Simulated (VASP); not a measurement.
# BaTiO3 (P4mm) in VASP: further runs

One crystal, BaTiO3, is run at these levels: PBE; tasks: single point.

All numbers are computed with VASP 6.6.1; they aren't measurements. Logs are shortened: lines on timing, memory, paths and dates and some standing lists are left out, and cuts for length are marked.

### Step 1. The crystal as given

It takes space group P4mm (No. 99, tetragonal). Conventional cell: a = 4.000 Å, b = 4.000 Å, c = 4.018 Å, α = 90.00°, β = 90.00°, γ = 90.00°. Around Ba (site symmetry 4mm) lie 12 O at 2.79 to 2.88 Å. Ti (site symmetry 4mm) has 6 O at 1.89 to 2.13 Å as nearest neighbours. O (site symmetry 2mm) has 2 Ti at 2.00 Å as nearest neighbours. O (site symmetry 4mm) is surrounded by 2 Ti at 1.89 to 2.13 Å.

### Step 2. Single point, PBE

INCAR

```
SYSTEM = BaTiO3
PREC = Accurate ; ENCUT = 460
EDIFF = 1E-4 ; ISMEAR = 0
SIGMA = 0.05 ; LREAL = .False.
LASPH = .True. ; NELM = 100
ALGO = Normal ; ISIF = 2
LWAVE = .False. ; LCHARG = .False.
GGA = PE ; NBANDS = 28
ADDGRID = .False.
```

KPOINTS

```
regular mesh
0
Gamma
  5 5 5
  0 0 0
```

POSCAR

```
BaTiO3
1.0
    3.9998000000      0.0000000000      0.0000000000
    0.0000000000      3.9998000000      0.0000000000
    0.0000000000      0.0000000000      4.0180000000
Ba Ti O
1 1 3
Direct
    0.0050340000     -0.0151990000     -0.0081960000
    0.5109990000      0.5026790000      0.4796360000
   -0.0079330000      0.4990990000      0.5319510000
    0.5087000000     -0.0034200000      0.5100070000
    0.5274750000      0.4823970000      0.0100750000
```

Potentials or basis: VASP PAW PBE potentials, release 64 (Ba_sv, Ti_sv, O).

Launch:

```bash
$ cat potpaw_PBE.64/Ba_sv/POTCAR potpaw_PBE.64/Ti_sv/POTCAR potpaw_PBE.64/O/POTCAR > POTCAR
$ mpirun -np 1 vasp_std > vasp.out
```

OUTCAR:

```text
SYSTEM = BaTiO3
   PREC = Accurate
   ENCUT = 460
   EDIFF = 1E-4
   ISMEAR = 0
   LREAL = .False.
   LASPH = .True.
   NELM = 100
   ISIF = 2
   GGA = PE

 Found     63 irreducible k-points:

 Following reciprocal coordinates:
            Coordinates               Weight
  0.000000  0.000000  0.000000      1.000000
  0.200000  0.000000  0.000000      2.000000
  0.000000  0.200000  0.000000      2.000000
  0.400000  0.000000  0.000000      2.000000
  0.000000  0.400000  0.000000      2.000000
  0.200000  0.200000  0.000000      2.000000
   k-points           NKPTS =     63   k-points in BZ     NKDIM =     63   number of bands    NBANDS=     28
   number of dos      NEDOS =    301   number of ions     NIONS =      5
   total plane-waves  NPLWV =  21952
   dimension x,y,z NGX =    28 NGY =   28 NGZ =   28
   dimension x,y,z NGXF=    56 NGYF=   56 NGZF=   56
   ions per type =               1   1   3
   NGX,Y,Z   is equivalent  to a cutoff of  11.64, 11.64, 11.59 a.u.
   NGXF,Y,Z  is equivalent  to a cutoff of  23.28, 23.28, 23.17 a.u.
 SYSTEM =  BaTiO3
   PREC   = accura    normal or accurate (medium, high low for compatibility)
   ISTART =      0    job   : 0-new  1-cont  2-samecut
   ICHARG =      2    charge: 1-file 2-atom 10-const
   ISPIN  =      1    spin polarized calculation?
   LNONCOLLINEAR =      F non collinear calculations
   LSORBIT =      F    spin-orbit coupling
   LASPH  =      T    aspherical Exc in radial PAW
   ENCUT  =  460.0 eV  33.81 Ry    5.81 a.u.   6.99  6.99  7.03*2*pi/ulx,y,z
   NELM   =    100;   NELMIN=  2; NELMDL= -5     # of ELM steps
   EDIFF  = 0.1E-03   stopping-criterion for ELM
   LREAL  =      F    real-space projection
   EDIFFG = 0.1E-02   stopping-criterion for IOM
   NSW    =      0    number of steps for IOM
   IBRION =     -1    ionic relax: 0-MD 1-quasi-New 2-CG
   NFREE  =      0    steps in history (QN), initial steepest desc. (CG)
   ISIF   =      2    stress and relaxation
   ISYM   =      2    0-nonsym 1-usesym 2-fastsym
   POTIM  = 0.5000    time-step for ionic-motion
   TEBEG  =    0.0;   TEEND  =   0.0 temperature during run
   PSTRESS=    0.0 pullay stress
   NELECT =      40.0000    total number of electrons
   NUPDOWN=      -1.0000    fix difference up-down
   EMIN   =  10.00;   EMAX   =-10.00  energy-range for DOS
   EFERMI =   0.00;   METHOD = LEGACY
   ISMEAR =     0;   SIGMA  =   0.05  broadening in eV -4-tet -1-fermi 0-gaus
   EFERMI_NEDOS =   21; number of points for ismear=-14 and -15
   IALGO  =     38    algorithm
   IMIX   =      4    mixing-type and parameters
     AMIX     =   0.40;   BMIX     =  1.00
     AMIX_MAG =   1.60;   BMIX_MAG =  1.00
  volume/ion in A,a.u.               =      12.86        86.76
  Fermi-wavevector in a.u.,A,eV,Ry     =   1.397653  2.641181 26.578078  1.953434
  Thomas-Fermi vector in A             =   2.520888
   LORBIT       =      0    0 simple, 1 ext, 2 COOP (PROOUT), +10 PAW based schemes
   GGA     = PE    functional components
   LHFCALC =     F    Hartree Fock is set to
   AEXX    =    0.0000 exact exchange contribution
   IVDW    =     0    specifies the selected vdW correction
   LEPSILON=     F    determine dielectric tensor
   LRPA    =     F    only Hartree local field effects (RPA)
 non-spin polarized calculation
 Gauss-broadening in eV      SIGMA  =   0.05
  energy-cutoff  :      460.00
  volume of cell :       64.28
 maximum number of plane-waves:      1450
   NGX = 13   NGY = 13   NGZ = 15

 number of electron      39.9999995 magnetization

 Free energy of the ion-electron system (eV)
  ---------------------------------------------------
  ext. energy  EPLUGINS =         0.00000000
  ---------------------------------------------------
  free energy    TOTEN  =       -39.88333512 eV

  energy without entropy =      -39.88333512  energy(sigma->0) =      -39.88333512

 E-fermi :   3.9899     XC(G=0): -11.2395

 val. band max:        3.6797686493   @ k =  -0.4000   0.4000   0.4000
 cond. band min:       5.7043983112   @ k =   0.0000   0.0000   0.0000
 fundamental gap:      2.0246296619
 Fermi energy:         3.9899205924

 k-point     1 :       0.0000    0.0000    0.0000
  band No.  band energies     occupation
      1     -52.7092      2.00000
      2     -28.9528      2.00000
      3     -28.9374      2.00000
      4     -28.9254      2.00000
      5     -21.0100      2.00000
      6     -13.0770      2.00000
[... 20 lines left out ...]
     27       8.9532      0.00000
     28      11.0739      0.00000

 k-point     2 :       0.2000    0.0000    0.0000
  band No.  band energies     occupation
      1     -52.7090      2.00000
      2     -28.9562      2.00000
      3     -28.9513      2.00000
      4     -28.9248      2.00000
      5     -20.9694      2.00000
      6     -13.1189      2.00000
[... 20 lines left out ...]
     27       9.6415      0.00000
     28      11.9709      0.00000

 k-point     3 :       0.0000    0.2000    0.0000
  band No.  band energies     occupation
      1     -52.7090      2.00000
      2     -28.9522      2.00000
      3     -28.9437      2.00000
      4     -28.9367      2.00000
      5     -20.9686      2.00000
      6     -13.1270      2.00000
[... 20 lines left out ...]
     27       9.6287      0.00000
     28      11.9582      0.00000

 k-point     4 :       0.4000    0.0000    0.0000
  band No.  band energies     occupation
      1     -52.7085      2.00000
      2     -28.9842      2.00000
      3     -28.9508      2.00000
      4     -28.9237      2.00000
      5     -20.9019      2.00000
      6     -13.2747      2.00000
[... 20 lines left out ...]
     27      11.0889      0.00000
     28      12.1453      0.00000

 k-point     5 :       0.0000    0.4000    0.0000
  band No.  band energies     occupation
      1     -52.7084      2.00000
      2     -28.9733      2.00000
      3     -28.9509      2.00000
      4     -28.9356      2.00000
      5     -20.8998      2.00000
      6     -13.2963      2.00000
[... 20 lines left out ...]
     27      11.0330      0.00000
     28      12.0538      0.00000

 k-point     6 :       0.2000    0.2000    0.0000
  band No.  band energies     occupation
      1     -52.7086      2.00000
      2     -28.9554      2.00000
      3     -28.9506      2.00000
      4     -28.9428      2.00000
      5     -20.9328      2.00000
      6     -13.0883      2.00000
[... 20 lines left out ...]
     27      10.3185      0.00000
     28      12.1379      0.00000

 [... further k-points ...]

------------------------ aborting loop because EDIFF is reached ----------------------------------------

  FORCE on cell =-STRESS in cart. coord.  units (eV):
  Direction    XX          YY          ZZ          XY          YZ          ZX
  --------------------------------------------------------------------------------------
  -------------------------------------------------------------------------------------
  Total        1.2180203      1.3028504      1.6569590      0.0439155     -0.0250838     -0.0549973
  in kB       30.3583834     32.4727179     41.2986498      1.0945661     -0.6251982     -1.3707717
  external PRESSURE =      34.7099170 kB  Pullay stress =       0.0000000 kB

 VOLUME and BASIS-vectors are now :
 -----------------------------------------------------------------------------
  energy-cutoff  :      460.00
  volume of cell :       64.28
      direct lattice vectors                 reciprocal lattice vectors
     3.999800000  0.000000000  0.000000000     0.250012501  0.000000000  0.000000000
     0.000000000  3.999800000  0.000000000     0.000000000  0.250012501  0.000000000
     0.000000000  0.000000000  4.018000000     0.000000000  0.000000000  0.248880040

 POSITION                                       TOTAL-FORCE (eV/Angst)
 -----------------------------------------------------------------------------------
      0.02013      3.93901      3.98507         0.134730      0.362285      0.146147
      2.04389      2.01062      1.92718         0.295090     -0.203563      0.068210
      3.96807      1.99630      2.13738         0.650230     -0.073393     -0.686594
      2.03470      3.98612      2.04921        -0.354807     -0.363336     -0.225441
      2.10979      1.92949      0.04048        -0.725243      0.278008      0.697678
 -----------------------------------------------------------------------------------
    total drift:                                0.003288      0.000799     -0.004447

  FREE ENERGIE OF THE ION-ELECTRON SYSTEM (eV)
  ---------------------------------------------------
  free  energy   TOTEN  =       -39.8833351154 eV

  energy  without entropy=      -39.8833351154  energy(sigma->0) =      -39.88333512
```

Wall time 60 s (1 thread of Intel Xeon Platinum 8488C (Sapphire Rapids), shared host); peak memory 0.22 GiB.

The run converged, but some of its settings lie outside the range that counts as converged, so its numbers aren't taken as properties of the crystal.

What came out:

| Property | Result |
| --- | --- |
| Free energy | -39.8833 eV |
| Pressure | 3.5 GPa |
| Largest force | 1.044 eV/Å |
| Band gap on the k mesh | 2.02 eV, indirect (least direct gap 2.16 eV) |

Caveat: the cutoff is under 1.25 times the usual one of these potentials, so pressure, stress and relaxed cells hold a basis-set (Pulay) error; spin-orbit coupling is left out, which moves the levels of the heavy elements; an odd mesh through Γ misses points on the zone boundary, where band edges often lie.

### Step 3. Single point, PBE

INCAR, as its differences from that of step 2:

```diff
@@ -2,3 +2,3 @@
 PREC = Accurate ; ENCUT = 460
-EDIFF = 1E-4 ; ISMEAR = 0
+EDIFF = 1E-5 ; ISMEAR = 0
 SIGMA = 0.05 ; LREAL = .False.
```

KPOINTS is that of step 2.

POSCAR

```
BaTiO3
1.0
    3.9998000000      0.0000000000      0.0000000000
    0.0000000000      3.9998000000      0.0000000000
    0.0000000000      0.0000000000      4.0180000000
Ba Ti O
1 1 3
Direct
    0.0000000000      0.0000000000      0.0000000000
    0.5000000000      0.5000000000      0.4900000000
    0.0000000000      0.5000000000      0.5170000000
    0.5000000000      0.0000000000      0.5170000000
    0.5000000000      0.5000000000      0.0190000000
```

Potentials or basis: VASP PAW PBE potentials, release 64 (Ba_sv, Ti_sv, O).

Launch:

```bash
$ cat potpaw_PBE.64/Ba_sv/POTCAR potpaw_PBE.64/Ti_sv/POTCAR potpaw_PBE.64/O/POTCAR > POTCAR
$ mpirun -np 1 vasp_std > vasp.out
```

It took 22 s on 1 thread of Intel Xeon Platinum 8488C (Sapphire Rapids), shared host; peak memory 0.17 GiB.

These settings aren't checked as converged: the numbers below hold their error.

What came out:

| Property | Result |
| --- | --- |
| Free energy | -39.9891 eV |
| Pressure | 3.4 GPa |
| Largest force | 0.278 eV/Å |
| Band gap on the k mesh | 1.93 eV, indirect (least direct gap 2.06 eV) |

Caveat: the cutoff is under 1.25 times the usual one of these potentials, so pressure, stress and relaxed cells hold a basis-set (Pulay) error; spin-orbit coupling is left out, which moves the levels of the heavy elements; an odd mesh through Γ misses points on the zone boundary, where band edges often lie.
